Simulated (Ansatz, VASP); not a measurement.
# ZnS: VASP beside Ansatz

```
Zn S
1.0
     3.80580    0.00000    0.00000
    -1.90290    3.29592    0.00000
     0.00000    0.00000    6.23798
Zn S
2 2
Direct
  0.33333 0.66667 0.00014
  0.66667 0.33333 0.50014
  0.33333 0.66667 0.37486
  0.66667 0.33333 0.87486
```

The cell is a database's computed one.

Alike in both runs: task relaxation of cell and atoms; functional PBE; k mesh 9 × 9 × 6; occupations gaussian, width 0.02 eV; no spin polarisation.

|  | VASP | Ansatz |
| --- | --- | --- |
| version | VASP 6.6.1 | Ansatz 0.2.0 |
| potentials or method | VASP PAW PBE potentials, release 64 (Zn, S) | scalar-relativistic, plane waves, PAW |
| plane-wave cutoff (eV) | 600 | 420 |
| valence electrons in the cell | 36 | 36 |

VASP gave:

| Property | Result |
| --- | --- |
| gap on the k mesh at the Fermi level, each at its own relaxed structure (eV) | 2.07 |
| relaxed volume (Å³/atom) | 20.23 |
| relaxed cell length with the largest relative difference (Å) | 3.848 |
| energy change over the relaxation (meV/atom) | -5 |

Problem. Estimate Ansatz's values.

Solution. gap on the k mesh at the Fermi level, each at its own relaxed structure (eV): 2.08; relaxed volume (Å³/atom): 20.17; relaxed cell length with the largest relative difference (Å): 3.844; energy change over the relaxation (meV/atom): -4.
